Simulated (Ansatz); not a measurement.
**BP: how the free axis answers a strain**

BP, F-43m, a = 4.520 Å. Ansatz: PBEsol, PAW, 420 eV, Γ-centred 8×8×6 mesh on 4 atoms, Gaussian smearing 0.02 eV; no spin polarisation. Series: uniaxial strain along c, with a, b and atoms relaxed; x is the strain in per cent. The axes a, b, c are those of the computed cell (3.196, 3.196, 4.520 Å), along [1 1 0], [-1 1 0], [0 0 1] of the cell named above. y is the change of a in per cent of 3.196 Å.

```tsv
x (%)	y (%)
-4.5	0.99
-3.0	0.63
-1.5	?
0.0	0.00
1.5	-0.27
3.0	-0.51
4.5	-0.72
```

Fit y = c1 x + c2 x² to the other rows, say what c1 measures, and predict the missing y.

Least squares on the rows shown. y = −0.1900 x + 0.006667 x². So −c1 = 0.190 is Poisson's ratio for this pair of axes. At x = -1.5 the fit asked for gives 0.30 %. The run gave 0.30 %, the same to the digits shown.